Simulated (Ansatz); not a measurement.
Isolated molecules relaxed with PBE0-D4/def2-TZVP in Ansatz; ΔE leaves out vibrations. CBS: MP2 limit from def2 TZ/QZ plus the TZ coupled-cluster correction, frozen cores. This one scheme is used for every species. Functionals use def2-TZVPP. B3LYP here is the variant with VWN-RPA as its local correlation; programs differ in this. Each species was taken in one conformer, which may not be the lowest.

`CCCl` + `CCC(=O)O` → `CCC(C)C(=O)O` + HCl  (formal exchange of groups at a C–Cl bond)

Is it downhill or uphill in electronic energy at CCSD(T)/CBS, and by how much? (An estimate is asked.)

Computed: Downhill: ΔE = -0.21 eV.

What do these levels give: r2SCANh-D4, r2SCAN0-D4, BHLYP-D4, B2PLYP, B3LYP, BHLYP, RPA@PBE/def2-TZVPP, MP2/def2-SVP, MP2/def2-TZVPP, CCSD/def2-TZVPP, HF/CBS(def2), MP2/CBS(def2)? (Estimate.)

The calculation gave: r2SCANh-D4 -0.14, r2SCAN0-D4 -0.15, BHLYP-D4 -0.14, B2PLYP -0.10, B3LYP -0.01, BHLYP -0.05, RPA@PBE/def2-TZVPP -0.24, MP2/def2-SVP -0.37, MP2/def2-TZVPP -0.26, CCSD/def2-TZVPP -0.22, HF/CBS(def2) -0.02, MP2/CBS(def2) -0.23 eV.

Largest T1 diagnostic among the species: 0.014.

The D4 term adds −0.11 eV with B3LYP and −0.07 eV with PBE0; it sums over pairs of atoms, weighted by their polarisabilities, and B3LYP, whose exchange is more repulsive, gets the larger term. At CCSD(T), def2-SVP lies −0.14 eV from the extrapolated value and def2-TZVPP −0.03 eV.
